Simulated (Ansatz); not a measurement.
Sb:

```xyz
1
Lattice="3.1600 0.0000 0.0000 0.0000 3.1600 0.0000 0.0000 0.0000 3.1600" Properties=species:S:1:pos:R:3 pbc="T T T"
Sb    0.0000    0.0000    0.0000
```

This isn't the form of Sb at room conditions, which is rhombohedral.

A run of Ansatz 0.2.0 on this cell left the log below. Logs are shortened: lines on timing, memory, paths and dates and some standing lists are left out, and cuts for length are marked.

```text
Warning: RAYON_NUM_THREADS=1 ignored (pool sized by the plan → 1); use --threads N
scf.n_extra_bands = 6 over 15 filled bands (N_el = 15.0): the run solves 21 bands
Engine: ansatz 0.2.0, x86_64-unknown-linux-gnu
Pseudopotentials: kind: paw_fr
Pseudopotential: Sb, paw_fr, valence charge 15, recommended cutoff 420 eV (normal), Sb.paw.azcp#standard-fr
Functional definition: unnamed
  exchange = pbe_x
  correlation = 0
non-collinear run that drives no moment, with spin-orbit: no starting moment large enough to seed its density (crystal.atoms[].spin), no starting occupations that ask for one, no magnetisation constraint and no magnetic field, so the semilocal B_xc is pinned to zero
Crystal: 1 atoms, lattice volume = 31.554 Å³
Basis set: ecut = 420 eV, 619 PW (Γ), exchange–correlation on 48×48×48 points (8 copies of the dense FFT grid, shifted against one another)
Bands: 21, of which v1, the nominal top of the filled ones, is band 15 counted from 1 (14 counted from 0)
Symmetry: 48 space group operations + 48 with time reversal
Magnetic group: BNS 221.93 (UNI 1595), of the structure as read, at distance tolerance 3.2e-5 Å
k-points: 35 of 512
Projection manifold: j_resolved (fully-relativistic pseudo-atomic orbitals)
Non-local potential: Sb, projectors of the file, l = 0: 2, l = 1: 4, l = 2: 4, l = 3: 4
PAW form: soft (Blöchl's): semilocal exchange-correlation on the pseudo side does not see the compensation charge
PAW frozen core: Sb, regenerated for the run's functional, and the local potential with it (the file was generated under x = pbe(κ = 0.804, μ = 0.2195149727645171), c = pbe(β = 0.06672455060314922))
PAW one-centre angular grid: Sb, 590 points (default); XC on 96 Gauss nodes
Initial density: superposition of atomic densities (chi_scale 0.1, normalization cell)
Initial wavefunctions: pseudopotential atomic-orbital guess
Functional: x = pbe(κ = 0.804, μ = 0.2195149727645171), c = none
SCF iter   1: F=—  HF=-6411.813099 eV  |F-HF|=—  |Δ(HF+E_count)|=         —  Δρ=1.12e-2  dr2=3.61e-2  dr2_m=0.00e0 (ungated)  ethr=3.10e-3  |M|=0.00e0 ∫|m|=0.00e0 μB  |m|>n=0.0e0 m-floor=0.0e0 τ_xc=0.0e0  β_m=0.30  ⟨swp⟩=10.5  Hψ=5239  notcnv=0  defer=6
preconditioner: auto → none  [metal: Δε(μ)=0.222 eV  Ē_g=10.160 eV  σ=0.100 eV  W_gap=0.43  n_scr=6 (ndim 8)  ℏωp=14.8 eV  f_vac=0.000  D(μ)=0.80/eV (n_scr^D=6)  sad-step TF]
SCF iter   2: F=—  HF=-6411.811389 eV  |F-HF|=—  |Δ(HF+E_count)|=   1.71e-3  Δρ=8.89e-3  dr2=2.31e-2  dr2_m=0.00e0 (ungated)  ethr=2.40e-4  |M|=0.00e0 ∫|m|=0.00e0 μB  |m|>n=0.0e0 m-floor=0.0e0 τ_xc=0.0e0  β_m=0.65  ⟨swp⟩=1.2  Hψ=1026  notcnv=0  defer=11
[... 7 lines left out ...]
  greatest PAW one-centre occupation: 0.997 electrons in one spin orbital (limit 2), on the Sb atom at site 0 (counted from 0), in its partial waves of l = 2
NSCF: frozen V_eff on 86 k-points
SCF converged after 8 iterations
Magnetization: |M| = 0.0000 μB,  M = (+0.0000, +0.0000, +0.0000) μB
Absolute magnetization: 0.0000 μB (∫|m|)
  site 0: m = (+0.0000, +0.0000, +0.0000) μB, |m| = 0.0000 μB  (R = 1.30 Å)
Free energy (F): -6411.817577 eV
Harris-Foulkes:  -6411.817577 eV  (|F-HF|=3.82e-11)
Internal energy: -6411.791822 eV  (E = F + TS)
E sigma→0 (E₀):  -6411.804700 eV
Entropy (-TS):   -0.025755 eV (-25.755 meV/atom)
Fermi energy:    10.575199 eV
--- Per-component energies (eV) ---
  E_band       = -152.965723
  E_kinetic    = 207.376698
  E_local      = -1608.107462  (includes V_loc(G=0)·N_el)
  E_nonlocal   = 355.665934
  E_hartree    = 727.868913
  E_xc         = -126.276510
  E_vxc        = -85.611930  (∫ρ·V_xc dr)
  E_paw        = -4513.938755  (= ΣΔE_a)
  E_vpaw       = -478.026744  (= ΣTr[D̂ρ^β])
  E_aug_tail   = -0.000001  (compensation charges beyond the density's cutoff)
  E_ewald      = -1454.528087
  E_core_change = 0.147449  (= ΣΔE_core)
  E_smearing   = -0.025755  (= −TS)
  E_closure    = -0.000000  (closes the sum)
  Σ components = -6411.817577   (vs F -6411.817577, Δ=0.00e0)
--- Forces (eV/Å), atoms counted from 1 ---
  atom   1  Sb    -0.00000000     0.00000000     0.00000000
  max |Σ_I F_I| component: 1.62e-24 eV/Å
--- Stress (GPa, compression-positive) ---
        6.971175      -0.000000       0.000000
       -0.000000       6.971175       0.000000
        0.000000       0.000000       6.971175
  P = ⅓ Tr σ = 6.9712 GPa (69.712 kbar)
--- Band table (eV; the first three rows and the last of 35) ---
  k-point 0: bands = ["-18.8694", "-18.8694", "-18.8694", "-18.8694", "-17.6549", "-17.6549", "-17.6549", "-17.6549", "-17.5653", "-17.5653", "-1.3400", "-1.3400", "13.0665", "13.0665", "13.9914", "13.9914", "13.9914", "13.9914", "17.8202", "17.8202", "17.8202"]
  k-point 1: bands = ["-18.8698", "-18.8698", "-18.8638", "-18.8638", "-17.6552", "-17.6552", "-17.6463", "-17.6463", "-17.5689", "-17.5689", "-1.1298", "-1.1298", "11.6072", "11.6072", "13.6328", "13.6328", "14.1982", "14.1982", "18.0018", "18.0018", "18.6786"]
  k-point 2: bands = ["-18.8709", "-18.8709", "-18.8514", "-18.8514", "-17.6564", "-17.6564", "-17.6244", "-17.6244", "-17.5774", "-17.5774", "-0.5251", "-0.5251", "8.8142", "8.8142", "14.1138", "14.1138", "14.7647", "14.7647", "18.5363", "18.5363", "19.3336"]
  k-point 34: bands = ["-18.8331", "-18.8331", "-18.8331", "-18.8331", "-17.6481", "-17.6481", "-17.5548", "-17.5548", "-17.5548", "-17.5548", "5.6804", "5.6804", "8.5699", "8.5699", "9.3273", "9.3273", "9.3273", "9.3273", "15.7848", "15.7848", "15.7848"]
```

Problem. Write the input and the command behind it.

Solution. Band structure with exchange-only PBE, spin-orbit coupling, no magnetisation. The files as run (others can give the same):

input.yaml
```yaml
crystal:
  lattice:
    - [3.16, 0.0, 0.0]
    - [0.0, 3.16, 0.0]
    - [0.0, 0.0, 3.16]
  atoms:
    - { symbol: Sb, position: [0.0, 0.0, 0.0] }
hamiltonian:
  xc: { exchange: pbe, correlation: none }
  pseudopotentials: { kind: paw_fr }
magnetization:
  noncollinear: true
  spin_orbit: true
kpoints:
  mp_grid: { grid: [8, 8, 8] }
  band_path:
    path:
      - [[0.0, 0.0, 0.0], [0.0, 0.5, 0.0], [0.5, 0.5, 0.0], [0.0, 0.0, 0.0], [0.5, 0.5, 0.5], [0.0, 0.5, 0.0]]
      - [[0.5, 0.5, 0.0], [0.5, 0.5, 0.5]]
    npoints: 14
scf:
  occupations: { method: fermi_dirac, width: 0.1 }
  n_extra_bands: 6
output:
  forces: true
  stress: true
  eigenvalues: true
  fatbands: false
```

Potentials or basis: Ansatz PAW.
Run with:
```bash
$ ansatz run input.yaml --threads 1 --pin off --max-ram 2560MiB --backend cpu --events-out ev --progress --plain --runs-dir out
```

Caveat: the PAW data sets come from PBE, with cores solved anew for the run's functional, which leaves a small shift of forces and pressure.
